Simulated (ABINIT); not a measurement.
# InP (F-43m): G0W0 in ABINIT against the screening cutoff in the self-energy, part 2 of 2

How does the gap of InP (F-43m) converge in the screening cutoff in the self-energy?

ABINIT 10.8.3; PBE and many-body steps on it, plane waves. Known limits of the many-body steps: not at the basis limit; exchange with frozen shells missing; mesh may overstate the screening; no spin-orbit coupling; coarse k mesh.

So far. Step 2 (Screening, 4×4×4 mesh, 90 bands, screening to 176.9 eV): Local fields lower ε∞ by 5 %. On a Γ-centred mesh this coarse the value itself is usually too large, while a short band sum pulls it down. Step 5 (2.3 Ha): The gap on the mesh goes from 0.71 eV to 1.00 eV, a correction of +0.29 eV.

The database entry behind the starting cell differs from later determinations by our own check (0.1 to 0.3 % short, probably kX units), so it need not match the best structure at ambient conditions.

### Step 6. 3.2 Ha

Level of this step: G0W0 on PBE, plane waves, norm-conserving pseudopotentials (ABINIT).

File run.abi:

```
acell 3*1.0 Angstrom
rprim 
  -0.000000000000 2.930500000000 2.930500000000
  2.930500000000 -0.000000000000 2.930500000000
  2.930500000000 2.930500000000 -0.000000000000
ntypat 2
znucl 49 15
natom 2
typat 1 2
xred 
  0.000000000000 0.000000000000 0.000000000000
  0.250000000000 0.250000000000 0.250000000000
pp_dirpath "pseudos"
pseudos "In.upf, P.upf"
ecut 31
ngkpt 4 4 4
nshiftk 1
shiftk 0 0 0
kptopt 1
chksymbreak 0
istwfk *1
occopt 1
irdwfk 1
optdriver 4
nband 90
gwcalctyp 0
ecutsigx 31
symsigma 1
nkptgw 1
kptgw 
  0.0000000000 0.0000000000 0.0000000000
bdgw 
  7 13
ecuteps 3.2
irdscr 1
ppmodel 1
indata_prefix "in"
outdata_prefix "out"
tmpdata_prefix "tmp"
```

The run is started by

```
OMP_NUM_THREADS=1 mpirun -n 4 abinit run.abi > log
```

Log:

```text
.Version 10.8.3 of ABINIT. v10.8.2 released Aug 2026.

 Symmetries : space group F-4 3 m (#216); Bravais cF (face-center cubic)
[... echo of the input left out ...]
== DATASET  1 ==================================================================
-   mpi_nproc: 4, omp_nthreads: 1 (-1 if OMP is not activated)

--- !DatasetInfo
iteration_state: {dtset: 1, }
dimensions: {natom: 2, nkpt: 8, mband: 90, nsppol: 1, nspinor: 1, nspden: 1, mpw: 2826, }
cutoff_energies: {ecut:  31.0, pawecutdg:  -1.0, }
[...]
11   8.562 -10.216  -6.368  -3.919   0.790  -0.266 -10.272  -0.056   8.506
       12   8.562 -10.216  -6.368  -3.919   0.790  -0.266 -10.272  -0.056   8.506
       13   8.562 -10.216  -6.368  -3.919   0.790  -0.266 -10.272  -0.056   8.506

== END DATASET(S) ==============================================================
================================================================================

 -outvars: echo values of variables after computation  --------
           etotal      0.0000000000E+00
            nband          90
             nkpt           8
          spgroup         216
 [... the other variables as echoed above ...]

 Calculation completed.
```

Elapsed: 3.3 s, on 4 MPI ranks of Arm Neoverse V1, shared host; peak memory 0.46 GiB; 13 s of CPU time.

This step gave:

```
G0W0 gap on the points computed              : 1.008 eV
starting gap on the mesh                     : 0.7094 eV
k of the valence top                         : 0, 0, 0
k of the conduction bottom                   : 0, 0, 0
least direct G0W0 gap on the computed points : 1.008 eV
```

Against the run before, the gap moves by +0.011 eV.

### Step 7. 4.9 Ha

Edit run.abi of step 6 so:

```diff
@@ -33,3 +33,3 @@
   7 13
-ecuteps 3.2
+ecuteps 4.9
 irdscr 1
```

Log:

```text
.Version 10.8.3 of ABINIT. v10.8.2 released Aug 2026.

 Symmetries : space group F-4 3 m (#216); Bravais cF (face-center cubic)
[... echo of the input left out ...]
== DATASET  1 ==================================================================
-   mpi_nproc: 4, omp_nthreads: 1 (-1 if OMP is not activated)

--- !DatasetInfo
iteration_state: {dtset: 1, }
dimensions: {natom: 2, nkpt: 8, mband: 90, nsppol: 1, nspinor: 1, nspden: 1, mpw: 2826, }
cutoff_energies: {ecut:  31.0, pawecutdg:  -1.0, }
[...]
11   8.562 -10.216  -6.368  -3.930   0.789  -0.267 -10.281  -0.065   8.497
       12   8.562 -10.216  -6.368  -3.930   0.789  -0.267 -10.281  -0.065   8.497
       13   8.562 -10.216  -6.368  -3.930   0.789  -0.267 -10.281  -0.065   8.497

== END DATASET(S) ==============================================================
================================================================================

 -outvars: echo values of variables after computation  --------
           etotal      0.0000000000E+00
            nband          90
             nkpt           8
          spgroup         216
 [... the other variables as echoed above ...]

 Calculation completed.
```

Wall time 4.7 s (4 MPI ranks); peak memory 0.45 GiB; 18 s of CPU time.

Numbers from this step:

```yaml
g0w0_gap_on_the_points_computed: 1.008 eV
starting_gap_on_the_mesh: 0.7094 eV
k_of_the_valence_top: 0, 0, 0
k_of_the_conduction_bottom: 0, 0, 0
least_direct_g0w0_gap_on_the_computed_points: 1.008 eV
```

Against the run before, the gap moves by +0.000 eV.

### Step 8. 6.5 Ha

Edit run.abi of step 7 so:

```diff
@@ -33,3 +33,3 @@
   7 13
-ecuteps 4.9
+ecuteps 6.5
 irdscr 1
```

Log:

```text
.Version 10.8.3 of ABINIT. v10.8.2 released Aug 2026.

 Symmetries : space group F-4 3 m (#216); Bravais cF (face-center cubic)
[... echo of the input left out ...]
== DATASET  1 ==================================================================
-   mpi_nproc: 4, omp_nthreads: 1 (-1 if OMP is not activated)

--- !DatasetInfo
iteration_state: {dtset: 1, }
dimensions: {natom: 2, nkpt: 8, mband: 90, nsppol: 1, nspinor: 1, nspden: 1, mpw: 2826, }
cutoff_energies: {ecut:  31.0, pawecutdg:  -1.0, }
[...]
11   8.562 -10.216  -6.368  -3.927   0.789  -0.267 -10.278  -0.062   8.500
       12   8.562 -10.216  -6.368  -3.927   0.789  -0.267 -10.278  -0.062   8.500
       13   8.562 -10.216  -6.368  -3.927   0.789  -0.267 -10.278  -0.062   8.500

== END DATASET(S) ==============================================================
================================================================================

 -outvars: echo values of variables after computation  --------
           etotal      0.0000000000E+00
            nband          90
             nkpt           8
          spgroup         216
 [... the other variables as echoed above ...]

 Calculation completed.
```

Elapsed: 7.8 s, on 4 MPI ranks; peak memory 0.71 GiB; 31 s of CPU time.

Numbers from this step:

| Item | Value |
| --- | --- |
| G0W0 gap on the points computed | 1.003 eV |
| starting gap on the mesh | 0.7094 eV |
| k of the valence top | 0, 0, 0 |
| k of the conduction bottom | 0, 0, 0 |
| least direct G0W0 gap on the computed points | 1.003 eV |

Against the run before, the gap moves by −0.005 eV.

### Step 9. Side by side

Times are wall times on 4 MPI ranks of Arm Neoverse V1, shared host, good to a factor of about two. A run's time includes the screening step that it read.

```
   run   mesh  bands  screening cutoff (eV)  DFT gap (eV)  gap on the mesh (eV)  direct (eV)  ε∞ used  time
0.7 Ha  4×4×4     90                     19         0.709                 0.824        0.824    42.77  28 s
1.3 Ha  4×4×4     90                   35.4         0.709                 0.887        0.887    42.77  28 s
2.3 Ha  4×4×4     90                   62.6         0.709                 0.997        0.997    42.77  28 s
3.2 Ha  4×4×4     90                   87.1         0.709                 1.008        1.008    42.77  28 s
4.9 Ha  4×4×4     90                  133.3         0.709                 1.008        1.008    42.77  29 s
6.5 Ha  4×4×4     90                  176.9         0.709                 1.003        1.003    42.77  32 s
```

### Step 10. Summary of results

```
0.7 Ha       : 0.824 eV
1.3 Ha       : 0.887 eV
2.3 Ha       : 0.997 eV
3.2 Ha       : 1.008 eV
4.9 Ha       : 1.008 eV
6.5 Ha       : 1.003 eV
known limits : not at the basis limit; exchange with frozen shells missing; mesh may overstate the screening; no spin-orbit coupling; coarse k mesh
```

In words: The setting moved: screening cutoff in the self-energy. From 0.7 Ha to 6.5 Ha the gap moves by +0.18 eV. It holds to 0.03 eV from 2.3 Ha on. Bands and screening cutoff are coupled, so a series along one setting does not show full convergence. Bands and cutoff are finite, so the gap is not at the basis limit. The miss can reach some tenths of an eV and take either sign; the mesh is an error of its own. In the G0W0 runs levels were corrected at 1 k point alone, so a gap called «on the mesh» is the least over those, and an edge elsewhere would be missed. The 4×4×4 mesh is coarse for this cell, which bears on the long-range parts of exchange and screening. The norm-conserving file of at least one element keeps a d shell over frozen s and p shells of the same row. Exchange with those shells is missing from the self-energy, an error of 0.3 to 0.9 eV in cases checked, whose sign depends on which edge lies on those atoms. For the PBE start: The RPA ε∞ on this mesh reaches over 25; with a narrow direct gap a coarse mesh can overstate it, and the correction is then too small. The many-body steps are scalar-relativistic: spin-orbit coupling is not in them.

[Paths, hosts, dates, memory and timing lines, banners, echoed tables and standing remarks are left out of the program output.]

[Logs are printed without paths, hosts, clocks, repeated set-up lines and the standing remarks that a program may print on its own settings, such as how far it seeks lower states.]

[Runs of the session that timed out or met a known fault of the program may be left out.]

[Hosts, paths, dates, database ids (printed as entryN), source tags and the programs' standing remarks are cut or masked in the printed files.]

[G0W0 gaps are taken among the corrected bands and points alone; a level outside them can change the order at an edge.]

[Where Ansatz stands beside ABINIT at settings called matched, ABINIT's density can come from a denser mesh and the files from another edition; pairs whose starting gaps differed by over 0.03 eV were left out, so agreement reads better than it is.]
